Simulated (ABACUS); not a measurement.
The system is Te.

```xyz
3
Lattice="4.4540 0.0000 0.0000 -2.2270 3.8573 0.0000 0.0000 0.0000 5.9240" Properties=species:S:1:pos:R:3 pbc="T T T"
Te    1.6279    2.8197    0.0000
Te   -0.5991    1.0376    3.9493
Te    1.1981    0.0000    1.9747
```

Base run:

* Program: ABACUS 3.10.1
* Functional: PBEsol
* Potentials or basis: SG15 ONCV 1.2 PBE
* Cutoff: 1129 eV
* Density cutoff: 4517 eV
* Basis: plane waves
* k mesh: 6 × 6 × 4
* Occupations: fermi-dirac, width 0.05 eV
* Spin: no spin polarisation

Its results: band gap on the k mesh 0.15 eV, direct; pressure -0.8 GPa; largest force 0.127 eV/Å.

Task: The run is repeated on the same cell with these changes: functional from PBEsol to TPSS; cutoff from 1129 eV to 1306 eV; density cutoff from 4517 eV to 5225 eV; k mesh from 6 × 6 × 4 to 4 × 4 × 3. What comes out?

Result: Band gap on the k mesh 0.85 eV, indirect (least direct gap 1.06 eV); pressure 1.0 GPa; largest force 0.041 eV/Å.

Several settings changed at once, so the effect can't be laid on one alone.

Caveats: the potentials were made for another functional, which shifts forces and pressure; spin-orbit coupling is left out, which moves the levels of the heavy elements; an odd mesh through Γ misses points on the zone boundary, where band edges often lie (some runs).

Not every run made on this cell is shown here.
